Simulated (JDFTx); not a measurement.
## BN under changes of volume

One of the cells (9.145 Å³/atom); the others are scaled copies at fixed shape and fractional positions:

```
N B
1.0
     1.25112    0.72234    3.37293
    -1.25112    0.72234    3.37293
     0.00000   -1.44467    3.37293
N B
1 1
Direct
  0.66724 0.66724 0.66724
  0.00033 0.00033 0.00033
```

The cell is a database's computed one.

| Item | Value |
| --- | --- |
| Program | JDFTx 1.7.0 (patched build) |
| Functional | PBEsol |
| Potentials or basis | PseudoDojo-SR-PBEsol-0.4.1-standard with smoothed tails |
| Cutoff | 1143 eV |
| Density cutoff | 9143 eV |
| k mesh | 12 × 12 × 12 |
| Occupations | fermi-dirac, width 0.05 eV |
| Spin | no spin polarisation |

```csv
volume (Å³/atom),energy over the lowest point (meV/atom),pressure (GPa),gap on the mesh (eV),largest force (eV/Å)
8.596,?,?,?,?
8.779,14.35,11.7,4.25,0.000
8.962,4.15,6.2,4.23,0.002
9.145,0.00,1.1,4.21,0.003
9.328,1.38,-3.5,4.18,0.004
9.510,7.82,-7.7,4.16,0.006
9.693,18.86,-11.6,4.13,0.007
```

Q: What does the run at 8.596 Å³/atom give?

A: Energy over the lowest point 31.19 meV/atom; pressure 17.8 GPa; gap on the mesh 4.28 eV; largest force 0.002 eV/Å.

Worked out: A Birch-Murnaghan fit of order 3 (a polynomial in V^(-2/3)) to the other rows has its minimum at 9.19 Å³/atom with B0 = V·E''(V) = 238 GPa and B' = 3.5 at fixed shape and positions, which overstates the stiffness. It gives 31.20 meV/atom at 8.596 Å³/atom, against the run's 31.19, and -dE/dV = 17.8 GPa, against 17.8. A straight line through the other rows of the gap, of slope -1.21 eV per unit of ln V, extrapolates to 4.28 eV, against the run's 4.28.

Energies are extrapolated to zero smearing.

A mesh can miss the band edges.
